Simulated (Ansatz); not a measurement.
# Li2O: further runs on the relaxed cell

One table from this session's results is given with a row withheld; the runs are named, their logs left out.

Computed with Ansatz 0.2.0 (DFT PBE, scalar-relativistic, plane waves, PAW, unless a step's input says otherwise).

1 further run of the same task is left out (set aside as unsound or not needed).

## The system as given

It takes space group Fm-3m (No. 225, cubic). Conventional cell: a = 4.626 Å, b = 4.626 Å, c = 4.626 Å, α = 90.00°, β = 90.00°, γ = 90.00°. Li (site symmetry -43m) is surrounded by 4 O at 2.00 Å. O (site symmetry m-3m) has 8 Li at 2.00 Å as nearest neighbours.

Coordinates:

```cif
data_structure
_symmetry_space_group_name_H-M 'P 1'
_symmetry_Int_Tables_number 1
_cell_length_a 3.2711
_cell_length_b 3.2711
_cell_length_c 3.2711
_cell_angle_alpha 60.000
_cell_angle_beta 60.000
_cell_angle_gamma 60.000
_cell_volume 24.75
loop_
_atom_site_label
_atom_site_type_symbol
_atom_site_fract_x
_atom_site_fract_y
_atom_site_fract_z
_atom_site_occupancy
Li1 Li 0.25000 0.25000 0.25000 1
Li2 Li 0.75000 0.75000 0.75000 1
O1 O 0.00000 0.00000 0.00000 1
```

This cell was relaxed beforehand with the same method: volume 8.25 Å³/atom, gap on the mesh 4.98 eV.

The first run:

The input, input.yaml:

```yaml
crystal:
  lattice:
    - [0.0, 2.3130253888, 2.3130253888]
    - [2.3130253888, 0.0, 2.3130253888]
    - [2.3130253888, 2.3130253888, 0.0]
  atoms:
    - { symbol: Li, position: [0.25, 0.25, 0.25] }
    - { symbol: Li, position: [0.75, 0.75, 0.75] }
    - { symbol: O, position: [0.0, 0.0, 0.0] }
basis:
  ecutwfc: 420
kpoints:
  mp_grid: { grid: [8, 8, 8] }
  band_path:
    path:
      - [[0.0, 0.0, 0.0], [0.5, 0.0, 0.5], [0.625, 0.25, 0.625]]
      - [[0.375, 0.375, 0.75], [0.0, 0.0, 0.0], [0.5, 0.5, 0.5], [0.5, 0.25, 0.75], [0.5, 0.0, 0.5]]
    npoints: 14
hamiltonian:
  xc: pbe
scf:
  occupations: { method: gaussian, width: 0.02 }
  n_extra_bands: 7
output:
  forces: true
  stress: true
  eigenvalues: true
  populations: true
  dos: { projected: true, de: 0.02, nscf_kmesh: { grid: [12, 12, 12] } }
  bader: true
```

The run is started by

```sh
$ ansatz run input.yaml --threads 1 --pin off --max-ram 2560MiB --backend cpu --events-out ev --progress --plain --runs-dir out
```

Steps of the session up to this table: Electronic structure at the relaxed geometry; Relaxing with PBEsol; Relaxing with LDA; The cell under PBE+D3(BJ).

One of the session's tables, all rows but one given; the rest of the session is left out.

It belongs to the step «Relaxed cells side by side». 

| functional | a (Å) | b (Å) | c (Å) | volume (Å³/atom) | gap on the mesh (eV) |
| --- | --- | --- | --- | --- | --- |
| PBE | 3.271 | 3.271 | 3.271 | 8.25 | 4.98 |
| PBEsol | 3.238 | 3.238 | 3.238 | 8.01 | 4.88 |
| LDA | ? | ? | ? | ? | ? |
| PBE+D3(BJ) | 3.199 | 3.199 | 3.199 | 7.72 | 5.11 |

**Question.** Estimate the row for LDA.

As computed: a (Å): 3.178; b (Å): 3.178; c (Å): 3.178; volume (Å³/atom): 7.56; gap on the mesh (eV): 4.96. In the column «a (Å)» it is the lowest.
